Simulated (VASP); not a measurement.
**Zr: relaxation of shape and atoms at fixed volume with PBEsol**

Crystal: Zr.

```
Zr
1.0
     3.18604    0.00000    0.00000
    -1.59302    2.75919    0.00000
     0.00000    0.00000    5.11398
Zr
2
Direct
  0.33333 0.66667 0.25000
  0.66667 0.33333 0.75000
```

```
Program                : VASP 6.6.1
Task                   : relaxation of shape and atoms at fixed volume
Functional             : PBEsol
Potentials or basis    : VASP PAW PBE potentials, release 64 (Zr_sv)
Cutoff                 : 600 eV
k mesh                 : 15 × 15 × 7
Occupations            : methfessel-paxton, width 0.1 eV
Spin                   : no spin polarisation
Further INCAR settings : ALGO = Normal; EDIFF = 1e-07; IBRION = 2; EDIFFG = -0.01; NSW = 40; ISIF = 4
```

```yaml
Pressure_after_relaxing: 0.0 GPa
Band_gap_on_the_k_mesh: none (metal or under the smearing width)
```

Final structure:
```
Zr
1.0
     3.18604    0.00000    0.00000
    -1.59302    2.75919    0.00000
     0.00000    0.00000    5.11398
Zr
2
Cartesian
  0.0000 1.8395 1.2785
  1.5930 0.9197 3.8355
```

Levels at points of the mesh, in eV from the Fermi level:
| k point | band 9 | band 10 | band 11 | band 12 | band 13 | band 14 | band 15 | band 16 |
| --- | --- | --- | --- | --- | --- | --- | --- | --- |
| (0.00, 0.00, 0.00) | -5.75 | -3.15 | 0.86 | 0.86 | 0.94 | 1.25 | 1.57 | 1.57 |

Wall time 70 s on 1 thread of Intel(R) Xeon(R) Platinum 8488C (Sapphire Rapids) (shared host), peak memory 0.22 GiB.

Caveat: the relaxation stopped at its first step, so nothing moved; the PAW data sets were made with another functional, which shifts forces and pressure a little.
